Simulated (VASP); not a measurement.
# CdS (Hawleyite) (F-43m) in VASP: further runs

The runs below take CdS (Hawleyite) through band structure, with LDA, PBEsol, r2SCAN.

Program: VASP 6.6.1. These are calculated values, not measurements. Logs are shortened: lines on timing, memory, paths and dates and some standing lists are left out, and cuts for length are marked.

**1. Starting point**

The structure is cubic, space group F-43m (No. 216). Conventional cell: a = 5.833 Å, b = 5.833 Å, c = 5.833 Å, α = 90.00°, β = 90.00°, γ = 90.00°. Cd (site symmetry -43m) has 4 S at 2.53 Å as nearest neighbours. Around S (site symmetry -43m) lie 4 Cd at 2.53 Å.

**2. Band structure, LDA**

The input, POSCAR:

```
CdS
1.0
    0.0000000000      2.9165000000      2.9165000000
    2.9165000000      0.0000000000      2.9165000000
    2.9165000000      2.9165000000      0.0000000000
Cd S
1 1
Direct
    0.0000000000      0.0000000000      0.0000000000
    0.7500000000      0.7500000000      0.7500000000
```

The input, INCAR.step1:

```
SYSTEM = CdS
ALGO     = Normal         ! electronic algorithm
EDIFF    = 1E-7           ! SCF threshold, eV
ENCUT    = 520            ! plane-wave cutoff, eV
ISIF     = 2              ! what is computed and relaxed
ISMEAR   = 0              ! smearing method
LASPH    = .TRUE.         ! aspherical terms in the spheres
LCHARG   = .TRUE.         ! write CHGCAR
LREAL    = .FALSE.        ! projectors in reciprocal space
LWAVE    = .FALSE.        ! write WAVECAR
NBANDS   = 16             ! bands
NELM     = 100            ! most SCF steps
PREC     = Accurate       ! precision mode
SIGMA    = 0.02           ! smearing width, eV
```

The input, KPOINTS.step1:

```
k-points
0
G
  8 8 8
  0 0 0
```

The input, INCAR.step2:

```
SYSTEM = CdS
ALGO     = Normal         ! electronic algorithm
EDIFF    = 1E-7           ! SCF threshold, eV
ENCUT    = 520            ! plane-wave cutoff, eV
ICHARG   = 11             ! starting density
ISIF     = 2              ! what is computed and relaxed
ISMEAR   = 0              ! smearing method
LASPH    = .TRUE.         ! aspherical terms in the spheres
LCHARG   = .FALSE.        ! write CHGCAR
LREAL    = .FALSE.        ! projectors in reciprocal space
LWAVE    = .FALSE.        ! write WAVECAR
NBANDS   = 16             ! bands
NELM     = 100            ! most SCF steps
PREC     = Accurate       ! precision mode
SIGMA    = 0.05           ! smearing width, eV
```

The input, KPOINTS.step2:

```
path GXWKGLUWLK,UX
15
line-mode
reciprocal
 0.0000000000  0.0000000000  0.0000000000  G
 0.5000000000  0.0000000000  0.5000000000  X

 0.5000000000  0.0000000000  0.5000000000  X
 0.5000000000  0.2500000000  0.7500000000  W

 0.5000000000  0.2500000000  0.7500000000  W
 0.3750000000  0.3750000000  0.7500000000  K

 0.3750000000  0.3750000000  0.7500000000  K
 0.0000000000  0.0000000000  0.0000000000  G

 0.0000000000  0.0000000000  0.0000000000  G
 0.5000000000  0.5000000000  0.5000000000  L

 0.5000000000  0.5000000000  0.5000000000  L
 0.6250000000  0.2500000000  0.6250000000  U

 0.6250000000  0.2500000000  0.6250000000  U
 0.5000000000  0.2500000000  0.7500000000  W

 0.5000000000  0.2500000000  0.7500000000  W
 0.5000000000  0.5000000000  0.5000000000  L

 0.5000000000  0.5000000000  0.5000000000  L
 0.3750000000  0.3750000000  0.7500000000  K

 0.6250000000  0.2500000000  0.6250000000  U
 0.5000000000  0.0000000000  0.5000000000  X
```

Potentials or basis: VASP PAW LDA potentials, release 64 (Cd, S).

Launch:

```
$ cat potpaw_LDA.64/Cd/POTCAR potpaw_LDA.64/S/POTCAR > POTCAR
$ cp INCAR.step1 INCAR
$ cp KPOINTS.step1 KPOINTS
$ mpirun -np 1 vasp_std > vasp.out
$ cp INCAR.step2 INCAR
$ cp KPOINTS.step2 KPOINTS
$ mpirun -np 1 vasp_std > vasp.out
```

OUTCAR:

```text
SYSTEM = CdS
   EDIFF = 1E-7
   ENCUT = 520
   ICHARG = 11
   ISIF = 2
   ISMEAR = 0
   LASPH = .TRUE.
   LREAL = .FALSE.
   NELM = 100
   PREC = Accurate

 ion  position               nearest neighbor table
   1  0.000  0.000  0.000-   2 2.53   2 2.53   2 2.53   2 2.53
   2  0.750  0.750  0.750-   1 2.53   1 2.53   1 2.53   1 2.53

  LATTYP: Found a face centered cubic cell.
 ALAT       =     5.8330000000

  Lattice vectors:

 A1 = (   0.0000000000,   2.9165000000,   2.9165000000)
 A2 = (   2.9165000000,   0.0000000000,   2.9165000000)
 A3 = (   2.9165000000,   2.9165000000,   0.0000000000)

Analysis of symmetry for initial positions (statically):
=====================================================================
 Subroutine PRICEL returns:
 Original cell was already a primitive cell.

 Routine SETGRP: Setting up the symmetry group for a
 face centered cubic supercell.

 Subroutine GETGRP returns: Found 24 space group operations
 (whereof 24 operations were pure point group operations)
 out of a pool of 48 trial point group operations.

The static configuration has the point symmetry T_d .

Analysis of symmetry for dynamics (positions and initial velocities):
=====================================================================
 Subroutine PRICEL returns:
 Original cell was already a primitive cell.

 Routine SETGRP: Setting up the symmetry group for a
 face centered cubic supercell.

 Subroutine GETGRP returns: Found 24 space group operations
 (whereof 24 operations were pure point group operations)
 out of a pool of 48 trial point group operations.

The dynamic configuration has the point symmetry T_d .

 Subroutine INISYM returns: Found 24 space group operations
 (whereof 24 operations are pure point group operations),
 and found     1 'primitive' translations

----------------------------------------------------------------------------------------

                                     Primitive cell

  volume of cell :      49.6153

  direct lattice vectors                    reciprocal lattice vectors
     0.000000000  2.916500000  2.916500000    -0.171438368  0.171438368  0.171438368
     2.916500000  0.000000000  2.916500000     0.171438368 -0.171438368  0.171438368
     2.916500000  2.916500000  0.000000000     0.171438368  0.171438368 -0.171438368

  length of vectors
     4.124553855  4.124553855  4.124553855     0.296939964  0.296939964  0.296939964

  position of ions in fractional coordinates (direct lattice)
     0.000000000  0.000000000  0.000000000
     0.750000000  0.750000000  0.750000000

  ion indices of the primitive-cell ions
   primitive index   ion index
                 1           1
                 2           2

----------------------------------------------------------------------------------------

 KPOINTS: path GXWKGLUWLK,UX

Interpolating k-points between supplied coordinates.

 Line segments in fractional coordinates (reciprocal lattice):
    0.000000  0.000000  0.000000  ...  0.500000  0.000000  0.500000
    0.500000  0.000000  0.500000  ...  0.500000  0.250000  0.750000
    0.500000  0.250000  0.750000  ...  0.375000  0.375000  0.750000
    0.375000  0.375000  0.750000  ...  0.000000  0.000000  0.000000
    0.000000  0.000000  0.000000  ...  0.500000  0.500000  0.500000
    0.500000  0.500000  0.500000  ...  0.625000  0.250000  0.625000
    0.625000  0.250000  0.625000  ...  0.500000  0.250000  0.750000
    0.500000  0.250000  0.750000  ...  0.500000  0.500000  0.500000
    0.500000  0.500000  0.500000  ...  0.375000  0.375000  0.750000
    0.625000  0.250000  0.625000  ...  0.500000  0.000000  0.500000

 Generated    15 points on each line segment, for a total of    150 k-points:

 Following reciprocal coordinates:
            Coordinates               Weight
  0.000000  0.000000  0.000000      0.006667
  0.035714  0.000000  0.035714      0.006667
  0.071429  0.000000  0.071429      0.006667
  0.107143  0.000000  0.107143      0.006667
  0.142857  0.000000  0.142857      0.006667
  0.178571  0.000000  0.178571      0.006667
[... 16 lines left out ...]
  0.500000  0.125000  0.625000      0.006667
  0.500000  0.142857  0.642857      0.006667
 [... further k-points ...]
   k-points           NKPTS =    150   k-points in BZ     NKDIM =    150   number of bands    NBANDS=     16
   number of dos      NEDOS =    301   number of ions     NIONS =      2
   total plane-waves  NPLWV =  32768
   dimension x,y,z NGX =    32 NGY =   32 NGZ =   32
   dimension x,y,z NGXF=    64 NGYF=   64 NGZF=   64
   ions per type =               1   1
   NGX,Y,Z   is equivalent  to a cutoff of  12.90, 12.90, 12.90 a.u.
   NGXF,Y,Z  is equivalent  to a cutoff of  25.80, 25.80, 25.80 a.u.
 SYSTEM =  CdS
   PREC   = accura    normal or accurate (medium, high low for compatibility)
   ISTART =      0    job   : 0-new  1-cont  2-samecut
   ICHARG =     11    charge: 1-file 2-atom 10-const
   ISPIN  =      1    spin polarized calculation?
   LNONCOLLINEAR =      F non collinear calculations
   LSORBIT =      F    spin-orbit coupling
   LASPH  =      T    aspherical Exc in radial PAW
   ENCUT  =  520.0 eV  38.22 Ry    6.18 a.u.   7.67  7.67  7.67*2*pi/ulx,y,z
   NELM   =    100;   NELMIN=  2; NELMDL=  0     # of ELM steps
   EDIFF  = 0.1E-06   stopping-criterion for ELM
   LREAL  =      F    real-space projection
   EDIFFG = 0.1E-05   stopping-criterion for IOM
   NSW    =      0    number of steps for IOM
   IBRION =     -1    ionic relax: 0-MD 1-quasi-New 2-CG
[... 14 lines left out ...]
     AMIX     =   0.40;   BMIX     =  1.00
     AMIX_MAG =   1.60;   BMIX_MAG =  1.00
  volume/ion in A,a.u.               =      24.81       167.41
  Fermi-wavevector in a.u.,A,eV,Ry     =   1.167599  2.206442 18.548649  1.363287
  Thomas-Fermi vector in A             =   2.304097
   LORBIT       =      0    0 simple, 1 ext, 2 COOP (PROOUT), +10 PAW based schemes
   GGA     = CA    functional components
   LHFCALC =     F    Hartree Fock is set to
   AEXX    =    0.0000 exact exchange contribution
   IVDW    =     0    specifies the selected vdW correction
   LEPSILON=     F    determine dielectric tensor
   LRPA    =     F    only Hartree local field effects (RPA)
 non-spin polarized calculation
 Gauss-broadening in eV      SIGMA  =   0.05
  energy-cutoff  :      520.00
  volume of cell :       49.62
 maximum number of plane-waves:      1363
 NGX is ok and might be reduce to    32

 number of electron      18.0000004 magnetization

 Free energy of the ion-electron system (eV)
  ---------------------------------------------------
  ext. energy  EPLUGINS =         0.00000000
  ---------------------------------------------------
  free energy    TOTEN  =        -7.63602320 eV

  energy without entropy =       -7.63602320  energy(sigma->0) =       -7.63602320

 E-fermi :   1.4305     XC(G=0):  -9.5861

 val. band max:        1.1260783759   @ k =   0.0000   0.0000   0.0000
 cond. band min:       2.0191410627   @ k =   0.0000   0.0000   0.0000
 fundamental gap:      0.8930626868
 Fermi energy:         1.4305301450

 k-point     1 :       0.0000    0.0000    0.0000
  band No.  band energies     occupation
      1     -11.2291      2.00000
      2      -6.6515      2.00000
      3      -6.6515      2.00000
      4      -6.6515      2.00000
      5      -6.1637      2.00000
      6      -6.1637      2.00000
[... 8 lines left out ...]
     15      12.5696      0.00000
     16      12.5696      0.00000

 k-point     2 :       0.0357    0.0000    0.0357
  band No.  band energies     occupation
      1     -11.2217      2.00000
      2      -6.6483      2.00000
      3      -6.6478      2.00000
      4      -6.6478      2.00000
      5      -6.1653      2.00000
      6      -6.1626      2.00000
[... 8 lines left out ...]
     15      12.3613      0.00000
     16      12.5781      0.00000

 k-point     3 :       0.0714    0.0000    0.0714
  band No.  band energies     occupation
      1     -11.2000      2.00000
      2      -6.6386      2.00000
      3      -6.6367      2.00000
      4      -6.6367      2.00000
      5      -6.1698      2.00000
      6      -6.1594      2.00000
[... 8 lines left out ...]
     15      12.6036      0.00000
     16      12.6627      0.00000

 k-point     4 :       0.1071    0.0000    0.1071
  band No.  band energies     occupation
      1     -11.1650      2.00000
      2      -6.6218      2.00000
      3      -6.6186      2.00000
      4      -6.6186      2.00000
      5      -6.1767      2.00000
      6      -6.1541      2.00000
[... 8 lines left out ...]
     15      12.6455      0.00000
     16      13.1612      0.00000

 k-point     5 :       0.1429    0.0000    0.1429
  band No.  band energies     occupation
      1     -11.1185      2.00000
      2      -6.5971      2.00000
      3      -6.5940      2.00000
      4      -6.5940      2.00000
      5      -6.1848      2.00000
      6      -6.1471      2.00000
[... 8 lines left out ...]
     15      12.7030      0.00000
     16      13.7798      0.00000

 k-point     6 :       0.1786    0.0000    0.1786
  band No.  band energies     occupation
      1     -11.0628      2.00000
      2      -6.5643      2.00000
      3      -6.5637      2.00000
      4      -6.5637      2.00000
      5      -6.1920      2.00000
      6      -6.1387      2.00000
[... 8 lines left out ...]
     15      12.7750      0.00000
     16      14.4682      0.00000
[... 267 lines left out ...]
 k-point    21 :       0.5000    0.0893    0.5893
  band No.  band energies     occupation
      1     -10.6500      2.00000
      2      -6.4327      2.00000
      3      -6.3327      2.00000
      4      -6.2839      2.00000
      5      -6.0887      2.00000
      6      -5.6591      2.00000
[... 8 lines left out ...]
     15      13.9369      0.00000
     16      14.4733      0.00000

 k-point    22 :       0.5000    0.1071    0.6071
  band No.  band energies     occupation
      1     -10.6502      2.00000
      2      -6.4301      2.00000
      3      -6.3439      2.00000
      4      -6.2771      2.00000
      5      -6.0948      2.00000
      6      -5.6381      2.00000
[... 8 lines left out ...]
     15      14.0342      0.00000
     16      14.4172      0.00000

 k-point    23 :       0.5000    0.1250    0.6250
  band No.  band energies     occupation
      1     -10.6504      2.00000
      2      -6.4275      2.00000
      3      -6.3551      2.00000
      4      -6.2691      2.00000
      5      -6.1018      2.00000
      6      -5.6164      2.00000
[... 8 lines left out ...]
     15      14.1208      0.00000
     16      14.3735      0.00000

 k-point    24 :       0.5000    0.1429    0.6429
  band No.  band energies     occupation
      1     -10.6506      2.00000
      2      -6.4251      2.00000
      3      -6.3658      2.00000
      4      -6.2600      2.00000
      5      -6.1098      2.00000
      6      -5.5952      2.00000
[... 8 lines left out ...]
     15      14.1970      0.00000
     16      14.3223      0.00000

 [... further k-points ...]

------------------------ aborting loop because EDIFF is reached ----------------------------------------

  FORCE on cell =-STRESS in cart. coord.  units (eV):
  Direction    XX          YY          ZZ          XY          YZ          ZX
  --------------------------------------------------------------------------------------
  -------------------------------------------------------------------------------------
  Total       -1.2879882     -1.2879882     -1.2879882      0.0000000      0.0000000      0.0000000
  in kB      -41.5916865    -41.5916865    -41.5916865      0.0000000      0.0000000      0.0000000
  external PRESSURE =     -41.5916865 kB  Pullay stress =       0.0000000 kB

 VOLUME and BASIS-vectors are now :
 -----------------------------------------------------------------------------
  energy-cutoff  :      520.00
  volume of cell :       49.62
      direct lattice vectors                 reciprocal lattice vectors
     0.000000000  2.916500000  2.916500000    -0.171438368  0.171438368  0.171438368
     2.916500000  0.000000000  2.916500000     0.171438368 -0.171438368  0.171438368
     2.916500000  2.916500000  0.000000000     0.171438368  0.171438368 -0.171438368

 POSITION                                       TOTAL-FORCE (eV/Angst)
 -----------------------------------------------------------------------------------
      0.00000      0.00000      0.00000         0.000000      0.000000      0.000000
      4.37475      4.37475      4.37475        -0.000000     -0.000000     -0.000000
 -----------------------------------------------------------------------------------
    total drift:                               -0.000000     -0.000000     -0.000000

  FREE ENERGIE OF THE ION-ELECTRON SYSTEM (eV)
  ---------------------------------------------------
  free  energy   TOTEN  =        -7.6360232046 eV

  energy  without entropy=       -7.6360232046  energy(sigma->0) =       -7.63602320
```

It took 26 s on 1 thread of Intel Xeon 6975P-C (Granite Rapids), shared host; peak memory 0.23 GiB.

Results:

```
Band gap on the k mesh  : 0.89 eV, direct
Band gap along the path : 0.89 eV, direct
```

Levels at the corners of the path, in eV from the valence-band top:
| point | band 7 | band 8 | band 9 | band 10 | band 11 | band 12 |
| --- | --- | --- | --- | --- | --- | --- |
| Γ | 0.00 | 0.00 | 0.00 | 0.89 | 6.36 | 6.36 |
| X | -4.05 | -1.92 | -1.92 | 3.31 | 4.17 | 8.96 |
| X | -4.05 | -1.92 | -1.92 | 3.31 | 4.17 | 8.96 |
| W | -4.00 | -2.34 | -2.25 | 5.24 | 5.30 | 7.02 |
| W | -4.00 | -2.34 | -2.25 | 5.24 | 5.30 | 7.02 |
| K | -4.04 | -2.61 | -1.57 | 4.02 | 5.29 | 8.26 |
| K | -4.04 | -2.61 | -1.57 | 4.02 | 5.29 | 8.26 |
| Γ | 0.00 | 0.00 | 0.00 | 0.89 | 6.36 | 6.36 |
| Γ | 0.00 | 0.00 | 0.00 | 0.89 | 6.36 | 6.36 |
| L | -4.52 | -0.77 | -0.77 | 2.79 | 6.84 | 6.84 |
| L | -4.52 | -0.77 | -0.77 | 2.79 | 6.84 | 6.84 |
| U | -4.04 | -2.61 | -1.57 | 4.02 | 5.29 | 8.26 |
| U | -4.04 | -2.61 | -1.57 | 4.02 | 5.29 | 8.26 |
| W | -4.00 | -2.34 | -2.25 | 5.24 | 5.30 | 7.02 |
| W | -4.00 | -2.34 | -2.25 | 5.24 | 5.30 | 7.02 |
| L | -4.52 | -0.77 | -0.77 | 2.79 | 6.84 | 6.84 |
| L | -4.52 | -0.77 | -0.77 | 2.79 | 6.84 | 6.84 |
| K | -4.04 | -2.61 | -1.57 | 4.02 | 5.29 | 8.26 |
| U | -4.04 | -2.61 | -1.57 | 4.02 | 5.29 | 8.26 |
| X | -4.05 | -1.92 | -1.92 | 3.31 | 4.17 | 8.96 |

Caveat: the log is that of the step along the path at fixed density, whose energy, stress, charges and moments have no meaning. As with any semilocal functional, this LDA gap is likely too small.

(Continued in part 2 of 2.)
